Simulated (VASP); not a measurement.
# InP (F-43m) in VASP: notebook

The runs below take InP through single point, with PBE.

Everything below comes from runs of VASP 6.6.1. Logs are shortened: lines on timing, memory, paths and dates and some standing lists are left out, and cuts for length are marked.

## 1. Starting point

Symmetry: F-43m, No. 216, cubic system. Conventional cell: a = 5.861 Å, b = 5.861 Å, c = 5.861 Å, α = 90.00°, β = 90.00°, γ = 90.00°. In (site symmetry -43m) has 4 P at 2.54 Å as nearest neighbours. P (site symmetry -43m) has 4 In at 2.54 Å as nearest neighbours.

## 2. Single point, PBE

The input, INCAR:

```
PREC = Accurate ; ENCUT = 400
EDIFF = 1E-7 ; ISMEAR = 0
SIGMA = 0.05 ; LREAL = False
LASPH = True ; NELM = 100
ALGO = Normal ; ISIF = 2
LWAVE = False ; LCHARG = False
GGA = PE ; NBANDS = 16
ADDGRID = False
```

The input, KPOINTS:

```
regular mesh
0
Gamma
  7 7 7
```

The input, POSCAR:

```
InP
1.0
    0.0000000000      2.9305000000      2.9305000000
    2.9305000000      0.0000000000      2.9305000000
    2.9305000000      2.9305000000      0.0000000000
In P
1 1
Direct
    0.0000000000      0.0000000000      0.0000000000
    0.7500000000      0.7500000000      0.7500000000
```

Potentials or basis: VASP PAW PBE potentials, release 64 (In_d, P_h).

The run is started by

```bash
$ cat potpaw_PBE.64/In_d/POTCAR potpaw_PBE.64/P_h/POTCAR > POTCAR
$ mpirun -np 1 vasp_std > vasp.out
```

OUTCAR:

```text
PREC = Accurate
   ENCUT = 400
   EDIFF = 1E-7
   ISMEAR = 0
   LREAL = False
   LASPH = True
   NELM = 100
   ISIF = 2
   GGA = PE

 Found     20 irreducible k-points:

 Following reciprocal coordinates:
            Coordinates               Weight
  0.000000  0.000000  0.000000      1.000000
  0.142857  0.000000  0.000000      8.000000
  0.285714  0.000000  0.000000      8.000000
  0.428571  0.000000  0.000000      8.000000
  0.142857  0.142857  0.000000      6.000000
  0.285714  0.142857  0.000000     24.000000
   k-points           NKPTS =     20   k-points in BZ     NKDIM =     20   number of bands    NBANDS=     16
   number of dos      NEDOS =    301   number of ions     NIONS =      2
   total plane-waves  NPLWV =  21952
   dimension x,y,z NGX =    28 NGY =   28 NGZ =   28
   dimension x,y,z NGXF=    56 NGYF=   56 NGZF=   56
   ions per type =               1   1
   NGX,Y,Z   is equivalent  to a cutoff of  11.23, 11.23, 11.23 a.u.
   NGXF,Y,Z  is equivalent  to a cutoff of  22.46, 22.46, 22.46 a.u.
 SYSTEM =  unknown system
   PREC   = accura    normal or accurate (medium, high low for compatibility)
   ISTART =      0    job   : 0-new  1-cont  2-samecut
   ICHARG =      2    charge: 1-file 2-atom 10-const
   ISPIN  =      1    spin polarized calculation?
   LNONCOLLINEAR =      F non collinear calculations
   LSORBIT =      F    spin-orbit coupling
   LASPH  =      T    aspherical Exc in radial PAW
   ENCUT  =  400.0 eV  29.40 Ry    5.42 a.u.   6.76  6.76  6.76*2*pi/ulx,y,z
   NELM   =    100;   NELMIN=  2; NELMDL= -5     # of ELM steps
   EDIFF  = 0.1E-06   stopping-criterion for ELM
   LREAL  =      F    real-space projection
   EDIFFG = 0.1E-05   stopping-criterion for IOM
   NSW    =      0    number of steps for IOM
   IBRION =     -1    ionic relax: 0-MD 1-quasi-New 2-CG
   NFREE  =      0    steps in history (QN), initial steepest desc. (CG)
   ISIF   =      2    stress and relaxation
   ISYM   =      2    0-nonsym 1-usesym 2-fastsym
   POTIM  = 0.5000    time-step for ionic-motion
   TEBEG  =    0.0;   TEEND  =   0.0 temperature during run
   PSTRESS=    0.0 pullay stress
   NELECT =      18.0000    total number of electrons
   NUPDOWN=      -1.0000    fix difference up-down
   EMIN   =  10.00;   EMAX   =-10.00  energy-range for DOS
   EFERMI =   0.00;   METHOD = LEGACY
   ISMEAR =     0;   SIGMA  =   0.05  broadening in eV -4-tet -1-fermi 0-gaus
   EFERMI_NEDOS =   21; number of points for ismear=-14 and -15
   IALGO  =     38    algorithm
   IMIX   =      4    mixing-type and parameters
     AMIX     =   0.40;   BMIX     =  1.00
     AMIX_MAG =   1.60;   BMIX_MAG =  1.00
  volume/ion in A,a.u.               =      25.17       169.83
  Fermi-wavevector in a.u.,A,eV,Ry     =   1.162021  2.195901 18.371846  1.350293
  Thomas-Fermi vector in A             =   2.298587
   LORBIT       =      0    0 simple, 1 ext, 2 COOP (PROOUT), +10 PAW based schemes
   GGA     = PE    functional components
   LHFCALC =     F    Hartree Fock is set to
   AEXX    =    0.0000 exact exchange contribution
   IVDW    =     0    specifies the selected vdW correction
   LEPSILON=     F    determine dielectric tensor
   LRPA    =     F    only Hartree local field effects (RPA)
 non-spin polarized calculation
 Gauss-broadening in eV      SIGMA  =   0.05
  energy-cutoff  :      400.00
  volume of cell :       50.33
 maximum number of plane-waves:       941
   NGX = 13   NGY = 13   NGZ = 13

 number of electron      17.9999988 magnetization

 Free energy of the ion-electron system (eV)
  ---------------------------------------------------
  ext. energy  EPLUGINS =         0.00000000
  ---------------------------------------------------
  free energy    TOTEN  =        -8.37731663 eV

  energy without entropy =       -8.37731663  energy(sigma->0) =       -8.37731663

 E-fermi :   5.6779     XC(G=0):  -9.3205

 val. band max:        5.4002808279   @ k =   0.0000   0.0000   0.0000
 cond. band min:       6.1125414776   @ k =   0.0000   0.0000   0.0000
 fundamental gap:      0.7122606497
 Fermi energy:         5.6779105983

 k-point     1 :       0.0000    0.0000    0.0000
  band No.  band energies     occupation
      1      -8.7885      2.00000
      2      -8.7885      2.00000
      3      -8.7885      2.00000
      4      -8.6365      2.00000
      5      -8.6365      2.00000
      6      -6.1174      2.00000
      7       5.4003      2.00000
      8       5.4003      2.00000
      9       5.4003      2.00000
     10       6.1125      0.00000
     11       9.4944      0.00000
     12       9.4944      0.00000
     13       9.4944      0.00000
     14      13.9814      0.00000
     15      14.8427      0.00000
     16      14.8427      0.00000

 k-point     2 :       0.1429    0.0000    0.0000
  band No.  band energies     occupation
      1      -8.8127      2.00000
      2      -8.7790      2.00000
      3      -8.7790      2.00000
      4      -8.6362      2.00000
      5      -8.6362      2.00000
      6      -5.8852      2.00000
      7       3.5873      2.00000
      8       5.1654      2.00000
      9       5.1654      2.00000
     10       7.1358      0.00000
     11       9.7377      0.00000
     12       9.8408      0.00000
     13       9.8408      0.00000
     14      14.1173      0.00000
     15      14.1173      0.00000
     16      14.8588      0.00000

 k-point     3 :       0.2857    0.0000    0.0000
  band No.  band energies     occupation
      1      -8.8638      2.00000
      2      -8.7609      2.00000
      3      -8.7609      2.00000
      4      -8.6321      2.00000
      5      -8.6321      2.00000
      6      -5.2549      2.00000
      7       1.4549      2.00000
      8       4.7422      2.00000
      9       4.7422      2.00000
     10       7.1409      0.00000
     11      10.2511      0.00000
     12      10.2511      0.00000
     13      11.1377      0.00000
     14      14.1443      0.00000
     15      14.1443      0.00000
     16      14.3946      0.00000

 k-point     4 :       0.4286    0.0000    0.0000
  band No.  band energies     occupation
      1      -8.9021      2.00000
      2      -8.7507      2.00000
      3      -8.7507      2.00000
      4      -8.6243      2.00000
      5      -8.6243      2.00000
      6      -4.5320      2.00000
      7      -0.0855      2.00000
      8       4.4659      2.00000
      9       4.4659      2.00000
     10       6.9327      0.00000
     11      10.2337      0.00000
     12      10.2337      0.00000
     13      12.3782      0.00000
     14      14.5905      0.00000
     15      15.5234      0.00000
     16      15.5234      0.00000

 k-point     5 :       0.1429    0.1429    0.0000
  band No.  band energies     occupation
      1      -8.8302      2.00000
      2      -8.7695      2.00000
      3      -8.7695      2.00000
      4      -8.6444      2.00000
      5      -8.6298      2.00000
      6      -5.8088      2.00000
      7       3.5994      2.00000
      8       4.7594      2.00000
      9       4.7594      2.00000
     10       7.8024      0.00000
     11       8.7141      0.00000
     12      10.4181      0.00000
     13      10.4181      0.00000
     14      12.9581      0.00000
     15      15.0287      0.00000
     16      15.4829      0.00000

 k-point     6 :       0.2857    0.1429    0.0000
  band No.  band energies     occupation
      1      -8.8710      2.00000
      2      -8.7537      2.00000
      3      -8.7497      2.00000
      4      -8.6490      2.00000
      5      -8.6235      2.00000
      6      -5.3094      2.00000
      7       1.9960      2.00000
      8       4.2433      2.00000
      9       4.2949      2.00000
     10       8.1034      0.00000
     11       9.0211      0.00000
     12      10.8773      0.00000
     13      11.0721      0.00000
     14      13.0786      0.00000
     15      15.0386      0.00000
     16      15.9542      0.00000

 [... further k-points ...]

------------------------ aborting loop because EDIFF is reached ----------------------------------------

  FORCE on cell =-STRESS in cart. coord.  units (eV):
  Direction    XX          YY          ZZ          XY          YZ          ZX
  --------------------------------------------------------------------------------------
  -------------------------------------------------------------------------------------
  Total        1.0161854      1.0161854      1.0161854      0.0000000      0.0000000      0.0000000
  in kB       32.3465805     32.3465805     32.3465805      0.0000000      0.0000000      0.0000000
  external PRESSURE =      32.3465805 kB  Pullay stress =       0.0000000 kB

 VOLUME and BASIS-vectors are now :
 -----------------------------------------------------------------------------
  energy-cutoff  :      400.00
  volume of cell :       50.33
      direct lattice vectors                 reciprocal lattice vectors
     0.000000000  2.930500000  2.930500000    -0.170619348  0.170619348  0.170619348
     2.930500000  0.000000000  2.930500000     0.170619348 -0.170619348  0.170619348
     2.930500000  2.930500000  0.000000000     0.170619348  0.170619348 -0.170619348

 POSITION                                       TOTAL-FORCE (eV/Angst)
 -----------------------------------------------------------------------------------
      0.00000      0.00000      0.00000        -0.000000      0.000000      0.000000
      4.39575      4.39575      4.39575         0.000000     -0.000000     -0.000000
 -----------------------------------------------------------------------------------
    total drift:                               -0.000000     -0.000000      0.000000

  FREE ENERGIE OF THE ION-ELECTRON SYSTEM (eV)
  ---------------------------------------------------
  free  energy   TOTEN  =        -8.3773166261 eV

  energy  without entropy=       -8.3773166261  energy(sigma->0) =       -8.37731663
```

It took 7.9 s on 1 thread of Intel Xeon Platinum 8488C (Sapphire Rapids), shared host; peak memory 0.15 GiB.

The run converged, but some of its settings lie outside the range that counts as converged, so its numbers aren't taken as properties of the crystal.

What came out:

- Free energy: -8.3773 eV
- Band gap on the k mesh: 0.71 eV, direct

Caveat: the cutoff is under 1.25 times the usual one of these potentials, so pressure, stress and relaxed cells hold a basis-set (Pulay) error; spin-orbit coupling is left out, which moves the levels of the heavy elements.

## 3. Single point, PBE

Changes to INCAR since step 2:

```diff
@@ -1,2 +1,2 @@
-PREC = Accurate ; ENCUT = 400
+PREC = Accurate ; ENCUT = 800
 EDIFF = 1E-7 ; ISMEAR = 0
```

The input, KPOINTS:

```
regular mesh
0
Gamma
  5 5 5
```

POSCAR is that of step 2.

Potentials or basis: VASP PAW PBE potentials, release 64 (In_d, P_h).

The run is started by

```bash
$ cat potpaw_PBE.64/In_d/POTCAR potpaw_PBE.64/P_h/POTCAR > POTCAR
$ mpirun -np 1 vasp_std > vasp.out
```

Run time: 12 s. Hardware: 1 thread of Intel Xeon Platinum 8488C (Sapphire Rapids), shared host; peak memory 0.23 GiB.

The run converged, but some of its settings lie outside the range that counts as converged, so its numbers aren't taken as properties of the crystal.

Results:

| Property | Result |
| --- | --- |
| Free energy | -8.3489 eV |
| Pressure | 3.4 GPa |
| Band gap on the k mesh | 0.71 eV, direct |

Caveat: spin-orbit coupling is left out, which moves the levels of the heavy elements.

## 4. The reference run

An earlier run on the cell as given: functional PBEsol; potentials or basis VASP PAW PBE potentials, release 64 (In_d, P); cutoff 520 eV; k mesh 8 × 8 × 8; occupations fermi-dirac, width 0.05 eV; no spin polarisation.

* Pressure: 0.6 GPa
* Band gap on the k mesh: 0.61 eV, direct
